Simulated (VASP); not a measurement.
# SiNi (Pnma) in VASP: reference runs, part 2 of 2

VASP 6.6.1. The steps go on from the part before.

**3. Single point, PBE, collinear spin, ferromagnetic start (atoms moved at random, drawn with an rms of 0.05 Å)**

File INCAR:

```
PREC     = Accurate       # precision mode
ENCUT    = 520            # plane-wave cutoff, eV
EDIFF    = 1E-7           # SCF threshold, eV
ISMEAR   = -1             # smearing method
SIGMA    = 0.05           # smearing width, eV
LREAL    = F              # projectors in reciprocal space
LASPH    = T              # aspherical terms in the spheres
NELM     = 150            # most SCF steps
ALGO     = Normal         # electronic algorithm
ISIF     = 2              # what is computed and relaxed
LWAVE    = F              # write WAVECAR
LCHARG   = F              # write CHGCAR
ISPIN    = 2              # spin polarisation
MAGMOM   = 1 1 1 1 0 0 0 0 # initial moments
LORBIT   = 11             # projections on sites
LMAXMIX  = 4              # l up to which the mixer works
GGA      = PE             # functional
NBANDS   = 42             # bands
```

File KPOINTS:

```
Automatic mesh
0
Gamma
  5 8 5
```

File POSCAR:

```
SiNi
1.0
    5.1731000000      0.0000000000      0.0000000000
    0.0000000000      3.3381000000      0.0000000000
    0.0000000000      0.0000000000      5.6049000000
Ni Si
4 4
Direct
    0.9994200000      0.7498140000      0.8100820000
    0.5168050000      0.2451200000      0.3149230000
    0.4947760000      0.7579200000      0.6882770000
    0.0033380000      0.2447090000      0.1871000000
    0.6753810000      0.2391400000      0.9257740000
    0.8270010000      0.7642800000      0.4096410000
    0.1790380000      0.2510280000      0.5853490000
    0.3253720000      0.7554800000      0.0834590000
```

Potentials or basis: VASP PAW PBE potentials, release 64 (Ni, Si).

On the command line:

```bash
$ cat potpaw_PBE.64/Ni/POTCAR potpaw_PBE.64/Si/POTCAR > POTCAR
$ mpirun -np 1 vasp_std > vasp.out
```

OUTCAR:

```text
PREC = Accurate
   ENCUT = 520
   EDIFF = 1E-7
   ISMEAR = -1
   LREAL = F
   LASPH = T
   NELM = 150
   ISIF = 2
   ISPIN = 2
   LORBIT = 11
   GGA = PE

 ion  position               nearest neighbor table
   1  0.999  0.750  0.810-   8 2.28   7 2.29   7 2.29   6 2.42   5 2.43   5 2.48   3 2.65   4 2.68
                             3 2.70   4 2.70
   2  0.517  0.245  0.315-   8 2.31   7 2.31   5 2.33   6 2.33   8 2.36   6 2.42   4 2.62   3 2.65
                             3 2.71   4 2.75
   3  0.495  0.758  0.688-   5 2.29   6 2.32   5 2.38   8 2.38   7 2.39   7 2.42   1 2.65   2 2.65
                             1 2.70   2 2.71
   4  0.003  0.245  0.187-   6 2.23   5 2.24   6 2.32   8 2.40   7 2.41   8 2.45   2 2.62   1 2.68
                             1 2.70   2 2.75
   5  0.675  0.239  0.926-   4 2.24   3 2.29   2 2.33   3 2.38   1 2.43   1 2.48   8 2.58   8 2.65

   6  0.827  0.764  0.410-   4 2.23   3 2.32   4 2.32   2 2.33   1 2.42   2 2.42   7 2.63   7 2.69

   7  0.179  0.251  0.585-   1 2.29   1 2.29   2 2.31   3 2.39   4 2.41   3 2.42   6 2.63   6 2.69

   8  0.325  0.755  0.083-   1 2.28   2 2.31   2 2.36   3 2.38   4 2.40   4 2.45   5 2.58   5 2.65

  LATTYP: Found a simple orthorhombic cell.
 ALAT       =     3.3381000000
 B/A-ratio  =     1.5497139091
 C/A-ratio  =     1.6790689314

  Lattice vectors:

 A1 = (   0.0000000000,  -3.3381000000,   0.0000000000)
 A2 = (   5.1731000000,   0.0000000000,   0.0000000000)
 A3 = (   0.0000000000,   0.0000000000,   5.6049000000)

Analysis of symmetry for initial positions (statically):
=====================================================================
 Subroutine PRICEL returns:
 Original cell was already a primitive cell.

 Routine SETGRP: Setting up the symmetry group for a
 simple orthorhombic supercell.

 Subroutine GETGRP returns: Found  1 space group operations
 (whereof  1 operations were pure point group operations)
 out of a pool of  8 trial point group operations.

The static configuration has the point symmetry C_1 .

Analysis of symmetry for dynamics (positions and initial velocities):
=====================================================================
 Subroutine PRICEL returns:
 Original cell was already a primitive cell.

 Routine SETGRP: Setting up the symmetry group for a
 simple orthorhombic supercell.

 Subroutine GETGRP returns: Found  1 space group operations
 (whereof  1 operations were pure point group operations)
 out of a pool of  8 trial point group operations.

The dynamic configuration has the point symmetry C_1 .

Analysis of structural, dynamic, and magnetic symmetry:
=====================================================================
 Subroutine PRICEL returns:
 Original cell was already a primitive cell.

 Routine SETGRP: Setting up the symmetry group for a
 simple orthorhombic supercell.

 Subroutine GETGRP returns: Found  1 space group operations
 (whereof  1 operations were pure point group operations)
 out of a pool of  8 trial point group operations.

The overall configuration has the point symmetry C_1 .

 Subroutine INISYM returns: Found  1 space group operations
 (whereof  1 operations are pure point group operations),
 and found     1 'primitive' translations

----------------------------------------------------------------------------------------

                                     Primitive cell

[... 118 lines left out ...]
   EFERMI_NEDOS =   21; number of points for ismear=-14 and -15
   IALGO  =     38    algorithm
   IMIX   =      4    mixing-type and parameters
     AMIX     =   0.40;   BMIX     =  1.00
     AMIX_MAG =   1.60;   BMIX_MAG =  1.00
  volume/ion in A,a.u.               =      12.10        81.64
  Fermi-wavevector in a.u.,A,eV,Ry     =   1.364158  2.577886 25.319466  1.860928
  Thomas-Fermi vector in A             =   2.490499
   LORBIT       =     11    0 simple, 1 ext, 2 COOP (PROOUT), +10 PAW based schemes
   GGA     = PE    functional components
   LHFCALC =     F    Hartree Fock is set to
   AEXX    =    0.0000 exact exchange contribution
   IVDW    =     0    specifies the selected vdW correction
   LEPSILON=     F    determine dielectric tensor
   LRPA    =     F    only Hartree local field effects (RPA)
 spin polarized calculation
  energy-cutoff  :      520.00
  volume of cell :       96.79
 maximum number of plane-waves:      2628
   NGX = 19   NGY = 13   NGZ = 21

 number of electron      55.9999998 magnetization      -0.0000878

 number of electron      55.9999998 magnetization       0.0000173

 Free energy of the ion-electron system (eV)
  ---------------------------------------------------
  ext. energy  EPLUGINS =         0.00000000
  ---------------------------------------------------
  free energy    TOTEN  =       -47.49472872 eV

  energy without entropy =      -47.47597943  energy(sigma->0) =      -47.48535407

 E-fermi :  10.4574     XC(G=0): -12.2157

 val. band max:       10.4536050968   @ k =   0.2000   0.5000   0.2000
 cond. band min:      10.4705986825   @ k =   0.2000   0.5000  -0.2000
 fundamental gap:      0.0169935857
 Fermi energy:        10.4574257479

 spin component 1

 k-point     1 :       0.0000    0.0000    0.0000
  band No.  band energies     occupation
      1      -2.5868      1.00000
      2       0.6666      1.00000
      3       2.0707      1.00000
      4       2.6393      1.00000
      5       3.9835      1.00000
      6       4.4291      1.00000
[... 1021 lines left out ...]
     39      17.1938      0.00000
     40      18.2591      0.00000

 [... further k-points ...]

 spin component 2

 k-point     1 :       0.0000    0.0000    0.0000
  band No.  band energies     occupation
      1      -2.5868      1.00000
      2       0.6666      1.00000
      3       2.0707      1.00000
      4       2.6393      1.00000
      5       3.9835      1.00000
      6       4.4291      1.00000
[... 1021 lines left out ...]
     39      17.1938      0.00000
     40      18.2591      0.00000

 [... further k-points ...]

 [bands above 40 left out]

------------------------ aborting loop because EDIFF is reached ----------------------------------------

  FORCE on cell =-STRESS in cart. coord.  units (eV):
  Direction    XX          YY          ZZ          XY          YZ          ZX
  --------------------------------------------------------------------------------------
  -------------------------------------------------------------------------------------
  Total        0.3330137      2.3627960      1.3329699      0.3095738     -0.0519599     -0.0145124
  in kB        5.5125757     39.1127838     22.0654531      5.1245612     -0.8601234     -0.2402325
  external PRESSURE =      22.2302708 kB  Pullay stress =       0.0000000 kB

 VOLUME and BASIS-vectors are now :
 -----------------------------------------------------------------------------
  energy-cutoff  :      520.00
  volume of cell :       96.79
      direct lattice vectors                 reciprocal lattice vectors
     5.173100000  0.000000000  0.000000000     0.193307688  0.000000000  0.000000000
     0.000000000  3.338100000  0.000000000     0.000000000  0.299571613  0.000000000
     0.000000000  0.000000000  5.604900000     0.000000000  0.000000000  0.178415315

 POSITION                                       TOTAL-FORCE (eV/Angst)
 -----------------------------------------------------------------------------------
      5.17010      2.50295      4.54043        -0.423765     -0.046941      0.136240
      2.67348      0.81824      1.76511        -0.548363      0.379403      0.069463
      2.55953      2.53001      3.85772         0.175818     -0.348465     -0.017106
      0.01727      0.81686      1.04868         0.764651      0.461401     -0.092492
      3.49381      0.79827      5.18887         0.141778      0.423373     -0.600735
      4.27816      2.55124      2.29600        -0.240172     -0.636024      0.620538
      0.92618      0.83796      3.28082         0.258988      0.042761     -0.220589
      1.68318      2.52187      0.46778        -0.128937     -0.275509      0.104680
 -----------------------------------------------------------------------------------
    total drift:                                0.000004      0.000178     -0.000544

  FREE ENERGIE OF THE ION-ELECTRON SYSTEM (eV)
  ---------------------------------------------------
  free  energy   TOTEN  =       -47.4947287155 eV

  energy  without entropy=      -47.4759794314  energy(sigma->0) =      -47.48535407

 total charge

# of ion       s       p       d       tot
------------------------------------------
    1        0.495   0.631   8.443   9.569
    2        0.500   0.647   8.450   9.597
    3        0.491   0.628   8.438   9.557
    4        0.507   0.653   8.459   9.619
    5        0.761   0.859   0.000   1.620
    6        0.761   0.861   0.000   1.622
    7        0.762   0.852   0.000   1.614
    8        0.760   0.852   0.000   1.612
--------------------------------------------------
tot          5.038   5.982  33.791  44.811

 magnetization (x)

# of ion       s       p       d       tot
------------------------------------------
    1       -0.000  -0.000   0.000   0.000
    2        0.000   0.000   0.000   0.000
    3        0.000  -0.000   0.000   0.000
    4        0.000   0.000   0.000   0.000
    5       -0.000  -0.000   0.000  -0.000
    6       -0.000  -0.000   0.000  -0.000
    7       -0.000  -0.000   0.000  -0.000
    8       -0.000  -0.000   0.000  -0.000
--------------------------------------------------
tot         -0.000  -0.000   0.000   0.000
```

It took 14 min on 1 thread of Intel Xeon Platinum 8488C (Sapphire Rapids), shared host; peak memory 0.63 GiB.

Results:

```yaml
Free_energy: -47.4947 eV
Pressure: 2.2 GPa
Largest_force: 0.920 eV/Å
Band_gap_on_the_k_mesh: none (metal or under the smearing width)
Net_moment: 0.00 μB per cell
Valence_electrons_inside_the_program's_atomic_spheres: Ni 9.57, 9.60, 9.56, 9.62; Si 1.62, 1.61
```

Forces on the atoms (eV/Å):
```
Ni  -0.424 -0.047  0.136
Ni  -0.548  0.379  0.069
Ni   0.176 -0.348 -0.017
Ni   0.765  0.461 -0.092
Si   0.142  0.423 -0.601
Si  -0.240 -0.636  0.621
Si   0.259  0.043 -0.221
Si  -0.129 -0.276  0.105
```
